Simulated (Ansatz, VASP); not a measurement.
This is a calculation of GaSb for Ansatz 0.2.0. 

input.yaml

```yaml
crystal:
  lattice:
    - [0.0, 3.059, 3.059]
    - [3.059, 0.0, 3.059]
    - [3.059, 3.059, 0.0]
  atoms:
    - { symbol: Sb, position: [0.75, 0.75, 0.75] }
    - { symbol: Ga, position: [0.0, 0.0, 0.0] }
kpoints:
  mp_grid: { grid: [8, 8, 8] }
scf:
  occupations: { method: gaussian, width: 0.05 }
hamiltonian:
  xc: pbe
  pseudopotentials: { kind: all_electron, lapw: { basis_error: 0.001 } }
output:
  forces: true
  stress: true
  eigenvalues: true
```

Potentials or basis: all-electron LAPW, scalar-relativistic.

Command:

```console
$ ansatz run input.yaml --threads 1 --pin off --max-ram 3072MiB --backend cpu --events-out ev --progress --plain --runs-dir out
```

Q: Set up the same calculation for VASP 6.6.1. Potentials or basis there: PBE PAW files Ga_d, Sb, 520 eV.

A: As run (cutoffs and basis follow the program's own potentials, and thresholds, step limits or extra output files can differ):

File INCAR:

```
SYSTEM = GaSb
  ALGO = Normal
  EDIFF = 1E-7
  ENCUT = 520
  GGA = PE
  ISIF = 2
  ISMEAR = 0
  LASPH = .True.
  LCHARG = .False.
  LREAL = .False.
  LWAVE = .False.
  NELM = 100
  PREC = Accurate
  SIGMA = 0.05
```

The input KPOINTS:

```
k-points
0
Gamma
  8 8 8
  0 0 0
```

The input POSCAR:

```
GaSb
1.0
    0.0000000000      3.0590000000      3.0590000000
    3.0590000000      0.0000000000      3.0590000000
    3.0590000000      3.0590000000      0.0000000000
Sb Ga
1 1
Direct
    0.7500000000      0.7500000000      0.7500000000
    0.0000000000      0.0000000000      0.0000000000
```

Potentials or basis: VASP PAW PBE potentials, release 64 (Sb, Ga_d).

Command:

```console
$ cat potpaw_PBE.64/Sb/POTCAR potpaw_PBE.64/Ga_d/POTCAR > POTCAR
$ mpirun -np 1 vasp_std > vasp.out
```

Both were run:

|  | Ansatz | VASP |
| --- | --- | --- |
| Pressure | 2.3 GPa | 2.4 GPa |

Where Ansatz's input types no cutoff or centring, it takes its own default and a Γ-centred mesh.

Pressure is positive in compression.
